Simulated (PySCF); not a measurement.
## Broadened absorption spectrum of oxalic acid

Oxalic acid, C₂H₂O₄.
Z-matrix (Å and degrees, GFN2-xTB geometry), rows numbered from 1:
```
O 
C   1  1.1977
O   2  1.3235  1  125.00
C   2  1.5434  1  124.22  3   179.94
O   4  1.1977  2  124.22  1   179.89
O   4  1.3234  2  110.78  1    -0.14
H   3  0.9721  2  111.29  1    -0.09
H   6  0.9720  4  111.26  2   179.98
```

Level of theory: PySCF, TDDFT B3LYP/def2-SVPD, vertical, gas phase, core orbitals frozen in the response. GFN2-xTB frequencies show an imaginary mode (29i cm⁻¹), so this geometry is no minimum at that level.

Each state is given a Gaussian of 0.25 eV full width at half maximum, with ε(max) = 2.175×10⁸ f / Δν̃ (Δν̃ the width in cm⁻¹). The width is an assumption, not a result. The curve ends short of the highest state used, and states not computed would add to its high-energy end.

E (eV), ε (L mol⁻¹ cm⁻¹) and a bar:
```
     3.72          0 
     3.82          0 
     3.93          0 
     4.03          1 
     4.13          1 
     4.24          0 
     4.34          0 
     4.45          0 
     4.55          0 
     4.66          0 
     4.76          0 
     4.86          0 
     4.97          0 
     5.07          0 
     5.18          0 
     5.28          0 
     5.39          0 
     5.49          0 
     5.59          0 
     5.70          0 
     5.80          0 
     5.91          0 
     6.01          0 
     6.12          0 
     6.22          0 
     6.32          0 
     6.43          2 
     6.53         58 
     6.64        941 ##
     6.74       4702 ###########
     6.85       9902 ########################
     6.95       7741 ###################
     7.05       3362 ########
     7.16       6108 ###############
     7.26      12531 ##############################
     7.37      10362 #########################
```

Question: Locate the maxima and give the states behind the curve.

Answer: 180 nm (6.87 eV), ε about 10000, made up of S4 (100%); 170 nm (7.30 eV), ε about 13000, made up of S6 (100%) (ε in L mol⁻¹ cm⁻¹; maxima over ε = 5, shares over 10%). The states used: S1 4.09 eV (f 0.0000); S2 5.56 eV (f 0.0000); S3 6.73 eV (f 0.0000); S4 6.87 eV (f 0.094); S5 7.21 eV (f 0.0000); S6 7.30 eV (f 0.123); S7 7.59 eV (f 0.0002); S8 7.97 eV (f 0.0000).

Question: What would ε be at 7.30 eV, the highest of these maxima, with half the width (0.125 eV)?

Answer: About 26400 L mol⁻¹ cm⁻¹ against 13200, a factor of about 1.99; a lone state at its own centre would give exactly 2.

Question: On this curve, what absorbance would a 10⁻³ mol/L sample give at 193 nm over a 1 cm path?

Answer: 193 nm is 6.424 eV, where ε is about 1.4 L mol⁻¹ cm⁻¹, so A = ε c l ≈ 0.0014 (Beer–Lambert, with the gas-phase spectrum and the assumed width).

Question: Coming from long wavelengths, where does ε first pass 100 L mol⁻¹ cm⁻¹?

Answer: At about 189 nm (6.55 eV), 2.46 eV above S1.

Cost: about 30 s of CPU time on one thread; the machine was shared, so the figure is rough.

One conformer stands for the species.
